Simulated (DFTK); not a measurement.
The system is As.

```xyz
2
Lattice="1.8808 1.0859 3.5141 -1.8808 1.0859 3.5141 0.0000 -2.1718 3.5141" Properties=species:S:1:pos:R:3 pbc="T T T"
As    0.0000    0.0000    2.3825
As    0.0000    0.0000    8.1597
```

Base run:

* Program: DFTK 0.8.2
* Functional: PBEsol
* Potentials or basis: SG15 1.2 (PBE)
* Cutoff: 952 eV
* k mesh: 8 × 8 × 8
* Occupations: fermi-dirac, width 0.05 eV
* Spin: no spin polarisation

Its results: band gap on the k mesh none (metal or under the smearing width); pressure 2.3 GPa; largest force 0.595 eV/Å.

The run is repeated on the same cell with these changes: functional from PBEsol to PBE. What comes out?

Band gap on the k mesh none (metal or under the smearing width); pressure 4.0 GPa; largest force 0.481 eV/Å.

PBE binds less tightly than PBEsol, so the same cell stands under more pressure.

Caveats: the potentials were made for another functional, which shifts forces and pressure (some runs).

Not every run made on this cell is shown here.
